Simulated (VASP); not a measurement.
Input of a VASP 6.6.1 run:

INCAR

```
ALGO     = Normal         # electronic algorithm
DIPOL    = 0.5 0.5 0.500
EDIFF    = 1E-6           # SCF threshold, eV
EDIFFG   = -0.015         # ionic threshold
ENCUT    = 520            # plane-wave cutoff, eV
GGA      = PS             # functional
IBRION   = 2              # ionic algorithm
IDIPOL   = 3            
ISIF     = 2              # what is computed and relaxed
ISMEAR   = 0              # smearing method
KPAR     = 8            
LASPH    = T              # aspherical terms in the spheres
LCHARG   = F              # write CHGCAR
LDIPOL   = T            
LREAL    = F              # projectors in reciprocal space
LWAVE    = F              # write WAVECAR
NELM     = 100            # most SCF steps
NSW      = 100            # ionic steps
PREC     = Accurate       # precision mode
SIGMA    = 0.05           # smearing width, eV
```

KPOINTS

```
k-points
0
Gamma
  4 6 1
```

POSCAR

```
AlP
1.0
    5.4510000000      0.0000000000      0.0000000000
    0.0000000000      3.8544390640      0.0000000000
    0.0000000000      0.0000000000     29.4905367250
Al P
8 8
Direct
    0.5000000000      0.5000000000      0.2712734622
    0.0000000000      0.0000000000      0.3366239016
    0.5000000000      0.5000000000      0.4019743410
    0.0000000000      0.0000000000      0.4673247803
    0.5000000000      0.5000000000      0.5326752197
    0.0000000000      0.0000000000      0.5980256590
    0.5000000000      0.5000000000      0.6633760984
    0.0000000000      0.0000000000      0.7287265378
    0.7500000000      0.0000000000      0.2712734622
    0.2500000000      0.5000000000      0.3366239016
    0.7500000000      0.0000000000      0.4019743410
    0.2500000000      0.5000000000      0.4673247803
    0.7500000000      0.0000000000      0.5326752197
    0.2500000000      0.5000000000      0.5980256590
    0.7500000000      0.0000000000      0.6633760984
    0.2500000000      0.5000000000      0.7287265378
```

Potentials or basis: VASP PAW PBE potentials, release 64 (Al, P).

Run with:

```sh
$ cat potpaw_PBE.64/Al/POTCAR potpaw_PBE.64/P/POTCAR > POTCAR
$ mpirun -np 8 vasp_std > vasp.out
```

Question: Estimate the energy gained by relaxing.

Answer: 86.6 meV/atom.

Question: Estimate the band gap on the k mesh.

Answer: 1.08 eV, indirect (least direct gap 1.58 eV).

Final structure:
```
CELL_PARAMETERS angstrom
5.45100 0.00000 0.00000
0.00000 3.85444 0.00000
0.00000 0.00000 29.49054
ATOMIC_POSITIONS crystal
Al 0.56177 0.50000 0.28553
Al 0.98357 0.00000 0.33230
Al 0.48815 0.50000 0.40233
Al 0.98702 0.00000 0.46633
Al 0.48702 0.50000 0.53367
Al 0.98815 0.00000 0.59767
Al 0.48357 0.50000 0.66770
Al 0.06177 0.00000 0.71447
P 0.76482 0.00000 0.26319
P 0.23485 0.50000 0.33646
P 0.74140 0.00000 0.40013
P 0.23843 0.50000 0.46774
P 0.73843 0.00000 0.53226
P 0.24140 0.50000 0.59987
P 0.73485 0.00000 0.66354
P 0.26482 0.50000 0.73681
```

 As with any semilocal functional, this PBEsol gap is likely too small.
